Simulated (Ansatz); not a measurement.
## A strain series on CaO (rocksalt): biaxial in x and y, z held

CaO built on the rocksalt prototype, relaxed with r2SCAN in the PAW code Ansatz, then strained (biaxial in x and y, z held; changes of length per length, axes as in the cell below) with the atoms relaxed again within the symmetry that is left. It is cubic, Fm-3m (No. 225); a = 4.795 Å in the conventional setting, 13.78 Å³ an atom. Ca is surrounded by 6 O at 2.40 Å; O is surrounded by 6 Ca at 2.40 Å. (Simulation; spin polarisation is off.)

```yaml
crystal:
  lattice:
    - [0.00000, 2.39755, 2.39755]
    - [2.39755, 0.00000, 2.39755]
    - [2.39755, 2.39755, 0.00000]
  atoms:
    - { symbol: Ca, position: [0.00000, 0.00000, 0.00000] }
    - { symbol: O, position: [0.50000, 0.50000, 0.50000] }
```

Gaps are the least over each mesh (PBE 10×10×10, r2SCAN 10×10×10, HSE06 6×6×6 when unstrained) and the special points, which keep their unstrained names; stress is the change from the unstrained cell, compression positive.

```csv
strain (%),"gap, PBE (eV)","gap, r2SCAN (eV)","gap, HSE06 (eV)","edges, HSE06","in-plane stress, r2SCAN (GPa)","energy rise, r2SCAN (meV/atom)"
-5.97,3.454,4.000,5.148,Γ → X,+26.21,112.7
-5.82,3.460,4.007,5.154,Γ → X,+25.28,106.5
-0.54,3.640,4.186,5.302,Γ → X,+1.63,0.7
0.0,3.653,4.199,5.312,Γ → X,0.00,0.0
```

**Question.** Estimate the row for a strain of +3.17 %.

**Answer.**
```csv
strain (%),"gap, PBE (eV)","gap, r2SCAN (eV)","gap, HSE06 (eV)","edges, HSE06","in-plane stress, r2SCAN (GPa)","energy rise, r2SCAN (meV/atom)"
+3.17,3.557,4.096,5.211,Γ → X,-7.47,22.4
```

Between zero and the nearest strains the slope of the HSE06 gap against strain is +0.019 eV per percent for negative and -0.032 for positive strain; it falls either way, as happens when edge states split or other valleys take over.

The meshes of the hybrids are coarse, so their gaps aren't converged to the digits shown.
